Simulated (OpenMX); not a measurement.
# AlRu in OpenMX: the effect of dispersion

Crystal: AlRu.

```
Ru Al
1.0
     2.99160    0.00000    0.00000
     0.00000    2.99160    0.00000
     0.00000    0.00000    2.99160
Ru Al
1 1
Cartesian
  1.4958 1.4958 1.4958
  0.0000 0.0000 0.0000
```

Alike in all runs:

| Item | Value |
| --- | --- |
| Program | OpenMX 3.8.5 |
| Task | single point |
| Functional | PBE |
| Potentials or basis | OpenMX 2013 PBE set, Ru7.0-s3p2d2, Al7.0-s2p2d1, grid cutoff 400 Ry |
| k mesh | 7 × 7 × 7 |
| Occupations | fermi-dirac, width 0.05 eV |
| Spin | no spin polarisation |

```tsv
dispersion	pressure (GPa)
none	?
D3	-2.3
D3(BJ)	-2.3
D4	-1.3
```

What does the run with dispersion none give?

Pressure 4.2 GPa.

Caveats: the basis of atomic orbitals isn't converged, which shifts pressures, moduli and gaps; pairwise dispersion overbinds metals, which lowers pressure and volume (some runs).
